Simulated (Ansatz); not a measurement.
# TePb: the cost of one run

Computed with Ansatz 0.2.0 (DFT PBEsol, scalar-relativistic, plane waves, PAW, unless a step's input says otherwise).

3 further runs of the same task are left out: 1 that didn't finish, 2 set aside as unsound or not needed.

**1. The structure to begin with**

Symmetry: Fm-3m, No. 225, cubic system. Conventional cell: a = 6.443 Å, b = 6.443 Å, c = 6.443 Å, α = 90.00°, β = 90.00°, γ = 90.00°. Around Te (site symmetry m-3m) lie 6 Pb at 3.22 Å. Around Pb (site symmetry m-3m) lie 6 Te at 3.22 Å.

Structure file:

```cif
data_structure
_symmetry_space_group_name_H-M 'Fm-3m'
_symmetry_Int_Tables_number 225
_cell_length_a 6.4431
_cell_length_b 6.4431
_cell_length_c 6.4431
_cell_angle_alpha 90.000
_cell_angle_beta 90.000
_cell_angle_gamma 90.000
_cell_volume 267.48
loop_
_atom_site_label
_atom_site_type_symbol
_atom_site_symmetry_multiplicity
_atom_site_Wyckoff_symbol
_atom_site_fract_x
_atom_site_fract_y
_atom_site_fract_z
_atom_site_occupancy
Te1 Te 4 b 0.50000 0.00000 0.00000 1
Pb1 Pb 4 a 0.00000 0.00000 0.00000 1
```

This cell was relaxed beforehand with the same method: volume 33.43 Å³/atom, gap on the mesh 0.65 eV.

**2. Building the linear chain**

A free-standing chain of the crystal's atoms, periodic along c. Atoms and period relax; energies count from the bulk, -9328.5949 eV an atom.

The cell holds 1 Te, 1 Pb: a = 9.000 Å, b = 9.300 Å, c = 5.799 Å, α = 90.00°, β = 90.00°, γ = 90.00°.

**3. The relaxation run**

Pressure and volume refer to the whole cell with its vacuum; only the period along c may change.

input.yaml reads:

```yaml
crystal:
  lattice:
    - [9.0, 0.0, 0.0]
    - [0.0, 9.3, 0.0]
    - [0.0, 0.0, 5.7988195212]
  atoms:
    - { symbol: Te, position: [0.5, 0.5, 0.0], spin: 0.5 }
    - { symbol: Pb, position: [0.5, 0.5, 0.5], spin: 0.5 }
basis:
  ecutwfc: 420
kpoints:
  mp_grid: { grid: [1, 1, 11] }
hamiltonian:
  xc: pbesol
scf:
  occupations: { method: gaussian, width: 0.05 }
output:
  forces: true
  stress: true
  eigenvalues: true
  populations: true
  write_density: true
  write_potential: true
  elf: true
  volumetric_format: npy
magnetization:
  spin_polarized: true
relax:
  adjacent_minimum: "off"
  f_tol: 0.01
  max_steps: 45
  cell: { fix: [a, b, alpha, beta, gamma], stress_tol: 0.03 }
```

Run with:

```
ansatz run input.yaml --threads 2 --pin off --max-ram 5120MiB --backend cpu --events-out ev --progress --plain --runs-dir out
```

Q: Estimate wall time and peak memory on 2 threads of Arm Neoverse N1, shared host.

About 43 s, with a peak of 0.68 GiB.
